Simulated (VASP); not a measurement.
# Nb: convergence, density of states

Nb, Fm-3m (no. 225), 1 atom in the cell. LDA; PAW potentials Nb_sv (LDA set). VASP 6.6.1.

Wanted: density of states by 0.5 eV bins within 8 %; centre of the states within 12 eV below the valence top within 0.03 eV; states at the Fermi level within 8 %.

What the run is for: density of states; Accuracy asked: standard; k mesh of the density: 12 × 12 × 12.

POSCAR:
```
Nb
1.0
    0.0000000000      2.1150000000      2.1150000000
    2.1150000000      0.0000000000      2.1150000000
    2.1150000000      2.1150000000      0.0000000000
Nb
1
Direct
    0.0000000000      0.0000000000      0.0000000000
```

The series start from Plane-wave cutoff (eV): 340; k-point mesh: 15 × 15 × 15; Energy points (NEDOS): 2001; Occupations for the DOS: ISMEAR=-5; Electronic threshold (eV): 1e-6; Precision mode (PREC): Accurate. Each series keeps the choices made before it, and each single choice may use up half of a tolerance. Times cover all steps of a run.

## Plane-wave cutoff (eV)

| Plane-wave cutoff (eV) | Density of states by 0.5 eV bins, largest deviation against the largest value | Centre of the states within 12 eV below the valence top (eV) | States at the Fermi level (states/eV/atom) | Time (s) |
|---|---|---|---|---|
| 240 | 3.1 % | -1.980 | 1.607 | 6.5 |
| 300 | 1.2 % | -1.980 | 1.614 | 12 |
| 340 | 0.85 % | -1.982 | 1.613 | 12 |
| 380 | 0.48 % | -1.984 | 1.611 | 17 |
| 470 (reference) | 0 % | -1.986 | 1.61 | 17 |

## k-point mesh

| k-point mesh | Density of states by 0.5 eV bins, largest deviation against the largest value | Centre of the states within 12 eV below the valence top (eV) | States at the Fermi level (states/eV/atom) | Time (s) |
|---|---|---|---|---|
| 6 × 6 × 6 | 20 % | -1.954 | 2.28 | 4.5 |
| 8 × 8 × 8 | 12 % | -1.976 | 1.808 | 5.1 |
| 10 × 10 × 10 | 8.9 % | -1.957 | 1.776 | 5.1 |
| 12 × 12 × 12 | 3.4 % | -1.973 | 1.656 | 6.2 |
| 15 × 15 × 15 | 2.9 % | -1.980 | 1.607 | 6.5 |
| 18 × 18 × 18 | 1.4 % | -1.979 | 1.551 | 11 |
| 22 × 22 × 22 | 0.81 % | -1.980 | 1.56 | 15 |
| 26 × 26 × 26 (reference) | 0 % | -1.982 | 1.539 | 20 |

## Energy points (NEDOS)

| Energy points (NEDOS) | Density of states by 0.5 eV bins, largest deviation against the largest value | Centre of the states within 12 eV below the valence top (eV) | States at the Fermi level (states/eV/atom) | Time (s) |
|---|---|---|---|---|
| 301 | 0.82 % | -2.007 | 1.552 | 9.2 |
| 501 | 0.75 % | -1.986 | 1.547 | 8.9 |
| 1001 | 0.29 % | -1.986 | 1.563 | 9.2 |
| 2001 | 0.087 % | -1.979 | 1.551 | 11 |
| 4001 (reference) | 0 % | -1.978 | 1.557 | 11 |

## Occupations for the DOS

| Occupations for the DOS | Density of states by 0.5 eV bins, largest deviation against the largest value | Centre of the states within 12 eV below the valence top (eV) | States at the Fermi level (states/eV/atom) | Time (s) |
|---|---|---|---|---|
| ISMEAR=-5 | 0 % | -1.986 | 1.547 | 8.9 |
| ISMEAR=-4 | 0 % | -1.986 | 1.547 | 10 |
| ISMEAR=0 SIGMA=0.05 | 8.3 % | -1.984 | 1.351 | 9.0 |
| ISMEAR=0 SIGMA=0.1 | 7.5 % | -1.988 | 1.435 | 8.9 |
| ISMEAR=-15 SIGMA=0.025 | 0.11 % | -1.987 | 1.547 | 9.1 |
| ISMEAR=1 SIGMA=0.1 | 8.6 % | -1.986 | 1.32 | 7.9 |

## Electronic threshold (eV)

| Electronic threshold (eV) | Density of states by 0.5 eV bins, largest deviation against the largest value | Centre of the states within 12 eV below the valence top (eV) | States at the Fermi level (states/eV/atom) | Time (s) |
|---|---|---|---|---|
| 0.001 | 0.82 % | -1.981 | 1.534 | 6.7 |
| 0.0001 | 0.081 % | -1.987 | 1.548 | 7.1 |
| 1e-5 | 0.019 % | -1.986 | 1.547 | 8.9 |
| 1e-6 (reference) | 0 % | -1.986 | 1.547 | 8.9 |

## Precision mode (PREC)

| Precision mode (PREC) | Density of states by 0.5 eV bins, largest deviation against the largest value | Centre of the states within 12 eV below the valence top (eV) | States at the Fermi level (states/eV/atom) | Time (s) |
|---|---|---|---|---|
| Normal | 0.081 % | -1.982 | 1.535 | 5.4 |
| Accurate (reference) | 0 % | -1.981 | 1.534 | 6.7 |

## Question

The rows run from the loosest to the tightest (no order: occupations for the DOS). For each series: choose the loosest value from which every tighter one stays within half of the tolerance; where there is no order, keep the first row unless others stay within half of the tolerance and take at least 30 % less time, and then take the fastest.

## Answer

- Plane-wave cutoff (eV): 240
- k-point mesh: 18 × 18 × 18
- Energy points (NEDOS): 501
- Occupations for the DOS: ISMEAR=-5
- Electronic threshold (eV): 0.001
- Precision mode (PREC): Normal

## All choices together

| Input | Density of states by 0.5 eV bins, largest deviation against the largest value | Centre of the states within 12 eV below the valence top (eV) | States at the Fermi level (states/eV/atom) | Time (s) |
|---|---|---|---|---|
| defaults for smearing, thresholds and mesh (naive) | 51 % | -2.079 | 1.581 | 6.7 |
| chosen settings | 2.3 % | -1.982 | 1.535 | 5.4 |
| reference settings throughout | 0 % | -1.985 | 1.539 | 43 |

The tolerance is met.

## The input

INCAR.step1:
```
SYSTEM = Nb
  GGA = CA
  ISMEAR = 1
  SIGMA = 0.1
  LWAVE = .False.
  LCHARG = .True.
  NBANDS = 20
  PREC = Normal
  LASPH = .True.
  LREAL = .False.
  ALGO = Normal
  EDIFF = 0.001
  NELM = 120
  GGA_COMPAT = .False.
  ENCUT = 240
  LMAXMIX = 4
```

INCAR.step2, as INCAR.step1 but for:
```
- ISMEAR = 1
- SIGMA = 0.1
- LCHARG = .True.
+ ISMEAR = -5
+ LCHARG = .False.
+ NEDOS = 501
+ LORBIT = 11
+ EMIN = -6.2603
+ EMAX = 18.7397
+ ICHARG = 11
```

KPOINTS.step1:
```
k-points
0
Gamma
  12 12 12
```

KPOINTS.step2:
```
Automatic mesh
0
Gamma
  18 18 18
  0 0 0
```

Commands (each step's output is kept before the next begins):
```
cat potpaw_LDA.64/Nb_sv/POTCAR > POTCAR
cp INCAR.step1 INCAR
cp KPOINTS.step1 KPOINTS
mpirun -np 1 vasp_std > vasp.out
cp INCAR.step2 INCAR
cp KPOINTS.step2 KPOINTS
mpirun -np 1 vasp_std > vasp.out
```

The chosen input took VASP 6.6.1 5.4 s on 1 core (Intel Xeon 6975P-C (Granite Rapids)), a shared host.

## An input that fails: tetrahedra on too few k points

VASP's message: IBZKPT: tetrahedron method fails for NKPT<4. NKPT = 1.

k mesh: 15 × 15 × 15 becomes 1 × 1 × 1.

Changes against the starting input:
```
(step 2)
- NELM = 120
+ NELM = 56
```
